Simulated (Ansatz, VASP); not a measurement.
# SiC in VASP and in Ansatz

```
Si C
1.0
     5.87429    0.00000    0.00000
     0.00000    3.14104    0.00000
     0.00000    0.00000    5.19725
Si C
4 4
Cartesian
  4.9396 2.3558 2.1041
  3.8718 0.7853 4.7027
  2.0025 2.3558 0.4946
  0.9347 0.7853 3.0932
  4.8551 0.7853 3.1475
  3.9564 2.3558 0.5489
  1.9179 0.7853 4.6484
  1.0192 2.3558 2.0497
```

Alike in both runs: functional PBE; k mesh 4 × 8 × 6; occupations gaussian, width 0.02 eV; no spin polarisation.

Ansatz relaxed the structure, and its values are those at the end. VASP's run is a single point on that final structure, the one shown.

```csv
,VASP,Ansatz
version,VASP 6.6.1,Ansatz 0.2.0
potentials or method,"VASP PAW PBE potentials, release 64 (Si, C)","scalar-relativistic, plane waves, PAW"
plane-wave cutoff (eV),520,420
valence electrons in the cell,32,32
```

```tsv
	VASP	Ansatz	Ansatz less VASP
gap on the k mesh at the Fermi level (eV)	2.54	2.54	+0.002
least direct gap on the mesh (eV)	3.05	3.06	+0.004
pressure (GPa)	-0.1	0.0	+0.06
rms of the force components (eV/Å)	0.004	0.001	-0.0026
```

The functional is the same, so the differences come from potentials, cutoffs and numerics.

A k mesh can miss the band edges. Expect the measured gap to be larger: semilocal functionals such as PBE lack the derivative discontinuity.
